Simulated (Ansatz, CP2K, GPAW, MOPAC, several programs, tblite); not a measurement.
# What cheap methods get right for BeTe

How much accuracy does each second buy? BeTe is computed with 11 methods, from the cheapest up to r2SCAN.

Program: MOPAC, tblite, CP2K, GPAW, Ansatz (versions at each run). Level of theory: no spin polarisation, static lattice; gaps from single points on the cell relaxed beforehand with r²SCAN. These are calculated values, not measurements.

### Step 1. The starting structure

The structure is hexagonal, space group P6_3/mmc (No. 194). The conventional cell has a = 4.031 Å, b = 4.031 Å, c = 8.144 Å, α = 90.00°, β = 90.00°, γ = 120.00°. Around Be (site symmetry -6m2) lie 3 Te at 2.33 Å. Around Te (site symmetry -6m2) lie 3 Be at 2.33 Å.

Coordinates:

```xyz
4
Lattice="4.0309 0.0000 0.0000 -2.0154 3.4908 0.0000 0.0000 0.0000 8.1440" Properties=species:S:1:pos:R:3 pbc="T T T"
Be    0.0000    2.3272    2.0360
Be    2.0154    1.1636    6.1080
Te    2.0154    1.1636    2.0360
Te    0.0000    2.3272    6.1080
```

The structure type (flat hexagonal layers, h-BN or h-MgO type) is imposed and need not be the compound's stable one.

**Question.** The methods are PM6, PM7, GFN1-xTB (tblite), GFN2-xTB (tblite), PBE/DZVP, PBE/single-zeta, PBE/SZV, coarse PBE, GLLB-SC, PBE, r2SCAN. What gap does r2SCAN give on this cell, and which other methods (full PBE left aside) come nearest to r2SCAN and farthest in gap, volume and bulk modulus?

| quantity | value |
| --- | --- |
| r2SCAN | gap 3.01 eV, 28.65 Å³/atom, B₀ 44 GPa |
| gap: nearest and farthest of the other methods | PBE/DZVP (-0.19 eV), PM7 (+8.59 eV) |
| volume: nearest and farthest of the other methods | PM7, GFN1-xTB (tblite) (about 2.1 % off); GFN2-xTB (tblite) (+3.2 %) |
| bulk modulus: nearest and farthest of the other methods | GFN2-xTB (tblite) (+24 %), PM7 (+184 %) |

**Reading.** Among the 9 methods compared for the gap (full PBE left aside), PBE/DZVP is nearest to r2SCAN and PM7 farthest. For the volume (full PBE left aside), PM7, GFN1-xTB (tblite) tie for nearest to r2SCAN; GFN2-xTB (tblite) is farthest. Among the 3 methods compared for the bulk modulus (full PBE left aside), GFN2-xTB (tblite) is nearest to r2SCAN and PM7 farthest. A minimal basis or a coarse cutoff and mesh shifts results by its own error, so closeness to r2SCAN can be chance. Cluster runs see only the k-points that fold onto the zone centre, so their gaps can miss the band edges. GLLB-SC is compared with its derivative discontinuity added. No volume is given for PM6, PBE/DZVP, PBE/single-zeta, PBE/SZV, coarse PBE, which can hide a larger miss. The crystal is layered or molecular; volumes and moduli at fixed shape hide how each method binds the layers. CPU times run from 0.62 s (PM7) to 32 s (GLLB-SC). On this cell GLLB-SC cost more than r2SCAN itself (22 s), so it is no saving here. r2SCAN is a yardstick, not the truth: it usually gives gaps below the measured ones. Spin-orbit coupling is left out throughout.
